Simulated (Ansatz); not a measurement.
Level of theory: Ansatz, DFT PBE, scalar-relativistic, plane waves, PAW. All cells share a 420 eV cutoff and Γ-centred k meshes spaced at most about 0.3 Å⁻¹ (about 0.25 or finer for metals, 2π included). No spin polarisation.

Each guess is relaxed in cell and atoms at zero pressure, on a coarse mesh first where it starts far from rest and then on a converged one. The steps can't lower the symmetry of the start, but it can rise. Energies are static (0 K, no zero-point motion).

Two unrelaxed guesses for In₃SbAs₂:

A.

Space group Pmm2 (No. 25). a = 2.942 Å, b = 5.661 Å, c = 9.269 Å, α = 90.00°, β = 90.00°, γ = 90.00°
```tsv
atom	site	symmetry	x	y	z
In	1a	mm2	0.0000	0.0000	0.0000
In	1a	mm2	0.0000	0.0000	0.3333
In	1a	mm2	0.0000	0.0000	0.6667
Sb	1b	mm2	0.0000	0.5000	0.9167
As	1b	mm2	0.0000	0.5000	0.2500
As	1b	mm2	0.0000	0.5000	0.5833
```

B.

Space group P2 (No. 3). a = 6.380 Å, b = 3.090 Å, c = 8.165 Å, α = 90.00°, β = 106.44°, γ = 90.00°
| atom | site | symmetry | x | y | z |
| --- | --- | --- | --- | --- | --- |
| In | 2e | 1 | 0.6667 | 0.0000 | 0.6667 |
| In | 1a | 2 | 0.0000 | 0.0000 | 0.0000 |
| Sb | 1b | 2 | 0.0000 | 0.2500 | 0.5000 |
| As | 2e | 1 | 0.6667 | 0.2500 | 0.1667 |

Task: Which guess leads to the lower structure, and by how much?

Result: B ends lower, by 27 meV/atom. A: Pmm2 at 25.7 Å³/atom → Pmmm at 26.2 Å³/atom; B: P2 at 25.7 Å³/atom → P2/m at 25.6 Å³/atom. Counting As or Sb atoms around In (for each partner element, those within 1.25 times its shortest distance or 1.15 times the sum of covalent radii, where it is the nearest in units of that sum or under 1.3; the shortest distance is added where it is long for a bond; a slash parts the counts of unlike sites), the end of A has In 2 and the end of B has In 2/4 from 3.2 Å. The end of A and the end of B both hold Sb–Sb chains. End of A. Conventional cell: a = 2.962 Å, b = 6.007 Å, c = 8.851 Å. Around In on a site of symmetry mmm lie 4 In at 2.96 Å and 2 Sb at 3.00 Å; Sb is surrounded by 2 Sb at 2.96 Å, 2 In at 3.00 Å and 2 As at 3.06 Å; As is surrounded by 1 As at 2.72 Å, 2 As at 2.96 Å, 2 In at 3.01 Å and 1 Sb at 3.06 Å; 1 more site not described. End of B. Conventional cell: a = 6.556 Å, b = 3.007 Å, c = 8.276 Å, β = 109.6°. In on a site of symmetry m is surrounded by 1 As at 2.85 Å, 5 In at 3.01–3.19 Å and 1 Sb at 3.14 Å; around Sb lie 2 As at 2.94 Å, 2 Sb at 3.01 Å and 2 In at 3.14 Å; As is surrounded by 1 As at 2.79 Å, 1 In at 2.85 Å, 1 Sb at 2.94 Å, 2 As at 3.01 Å and 2 In at 3.23 Å; 1 more site not described.

Ends held by symmetry can be saddle points. Neither end is the lowest form computed: that has Sb and As ordered on zinc blende sites, space group P3m1 (No. 156) and lies 279 meV/atom below the better end. Even the lowest of the cells shown lies +0.10 eV/atom against the elements. For metals, differences of a few meV/atom aren't resolved. Spin–orbit coupling, which can matter for Sb, is left out. Some candidate types were left out of the draw beforehand, so a known form may be missing.
